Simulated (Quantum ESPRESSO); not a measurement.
Crystal: Sn.

```
Sn
1.0
    -1.72654    1.77555    2.33834
     1.72654   -1.77555    2.33834
     1.72654    1.77555   -2.33834
Sn
1
Direct
  0.00000 0.00000 0.00000
```

This isn't the form of Sn at room conditions, which is tetragonal (white tin).

Base run:

* Program: Quantum ESPRESSO 7.5
* Functional: RPBE
* Potentials or basis: SG15 PBE 1.2
* Cutoff: 952 eV
* Density cutoff: 3810 eV
* k mesh: 11 × 11 × 11
* Occupations: fermi-dirac, width 0.05 eV
* Spin: no spin polarisation

Its results: band gap on the k mesh none (metal or under the smearing width); pressure 0.9 GPa.

Problem. After a change of settings the same cell gave: band gap on the k mesh none (metal or under the smearing width); pressure -5.6 GPa. Which change was it?
A. functional from RPBE to AM05
B. functional from RPBE to PBEsol
C. functional from RPBE to LDA
D. functional from RPBE to r2SCAN

Solution. C.

LDA binds more tightly than RPBE, so the same cell stands under less pressure.

Caveats: the potentials were made for another functional, which shifts forces and pressure; spin-orbit coupling is left out, which moves the levels of the heavy elements.

Runs at the PBE level aren't shown here.
